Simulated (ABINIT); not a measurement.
Here is an ABINIT 10.8.3 (patched build) calculation.

run.abi

```
pp_dirpath "./"
pseudos "In.upf, Se.upf"

acell 3*1.0
rprim
     3.7794522493     2.1820677735    15.9492884918
    -3.7794522493     2.1820677735    15.9492884918
     0.0000000000    -4.3641355471    15.9492884918
ntypat 2
znucl 49 34
natom 4
typat 1 1 2 2
xred
     0.8886000000     0.8886000000     0.8886000000
     0.0000000000     0.0000000000     0.0000000000
     0.1719000000     0.1719000000     0.1719000000
     0.3835000000     0.3835000000     0.3835000000

ecut 39.0

kptopt 1
ngkpt 6 6 6
nshiftk 1
shiftk 0.0 0.0 0.0

ixc 11

nband 35
occopt 3
tsmear 0.00183747

nstep 100
tolvrs 1.0e-10

iomode 3
prtwf 0
prtden 0
prteig 0
prtebands 0
enunit 2
```

Potentials or basis: PseudoDojo NC SR PBE v0.4.1 standard.

Run with:

```console
$ mpirun --bind-to none -np 4 abinit run.abi > log 2>&1
```

(1) What does it give for the largest force?

(2) Estimate the band gap on the k mesh.

Results:

(1) 0.370 eV/Å.

(2) 0.43 eV, direct.

Caveat: spin-orbit coupling is left out, which moves the levels of the heavy elements.

**Measured values to compare with.**

From “The Interaction of Hydrogen with the van der Waals Crystal γ-InSe”, 2020, pmc:7321205, for a bulk crystal of InSe at 300 K: band gap 1.25 eV.

Measured gap of InSe: 1.25 eV (300 K; “The Interaction of Hydrogen with the van der Waals Crystal γ-InSe”, 2020, pmc:7321205). This calculation gives 0.43 eV (-0.82 eV). Spin-orbit coupling on In, Se is left out. The value is that of PBE on a finite k mesh, which can miss the band edges, without temperature or zero-point motion. Semilocal functionals fall short of measured gaps as a rule.
